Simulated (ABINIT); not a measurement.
The system is MgB2.

```xyz
3
Lattice="3.0850 0.0000 0.0000 -1.5425 2.6717 0.0000 0.0000 0.0000 3.5230" Properties=species:S:1:pos:R:3 pbc="T T T"
Mg    0.0000    0.0000    0.0000
B     1.5425    0.8906    1.7615
B     0.0000    1.7811    1.7615
```

```yaml
Program: ABINIT 10.8.3 (patched build)
Task: single point
Functional: PBEsol
Potentials_or_basis: PseudoDojo NC SR PBEsol v0.4.1 standard
Cutoff: 1143 eV
k_mesh: 10 × 10 × 8
Occupations: fermi-dirac, width 0.05 eV
Spin: no spin polarisation
```

On this cell: pressure -2.7 GPa; largest force under 0.003 eV/Å; band gap on the k mesh none (metal or under the smearing width).

The same run follows on a disturbed copy (atoms moved at random, drawn with an rms of 0.05 Å):

```
Mg B
1.0
     3.08500    0.00000    0.00000
    -1.54250    2.67169    0.00000
     0.00000    0.00000    3.52300
Mg B
1 2
Direct
  0.01959 0.99359 0.99020
  0.66441 0.32161 0.49171
  0.33637 0.66639 0.50926
```

**Question.** What changes?

**Answer.** The energy (extrapolated to zero smearing) moves by +11.0 meV/atom; pressure -2.4 GPa; largest force 0.738 eV/Å; band gap on the k mesh none (metal or under the smearing width).

Forces on the atoms (eV/Å):
```
Mg  -0.282  0.008  0.239
B    0.134  0.157  0.464
B    0.148 -0.165 -0.704
```

Stress tensor (GPa, compression positive):
```
-2.92 -0.01 -0.30
-0.01 -1.85  0.10
-0.30  0.10 -2.35
```
